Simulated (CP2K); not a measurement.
InP:

```
In P
1.0
     4.14435    0.00000    0.00000
     2.07218    3.58911    0.00000
     2.07218    1.19637    3.38385
In P
1 1
Direct
  0.00000 0.00000 0.00000
  0.75000 0.75000 0.75000
```

Base run:

```yaml
Program: CP2K 2026.2
Functional: PBE
Potentials_or_basis: POTENTIAL_UZH In GTH-PBE-q13, P GTH-PBE-q5; TZVP-MOLOPT-PBE-GTH basis
Density_cutoff: 9184 eV
k_mesh: 8 × 8 × 8
Occupations: fermi-dirac, width 0.05 eV
Spin: no spin polarisation
```

Its results: band gap on the k mesh 0.69 eV, direct; pressure 3.9 GPa.

Problem. After a change of settings the same cell gave: band gap on the k mesh 0.58 eV, direct; pressure 1.7 GPa. Which change was it?
A. functional from PBE to TPSS
B. functional from PBE to rev-vdW-DF2
C. functional from PBE to WC
D. functional from PBE to RPBE

Solution. C.

WC binds more tightly than PBE, so the same cell stands under less pressure.

Caveats: spin-orbit coupling is left out, which moves the levels of the heavy elements; the basis of atomic orbitals isn't converged, which shifts pressures, moduli and gaps; the potentials were made for another functional, which shifts forces and pressure (some runs).
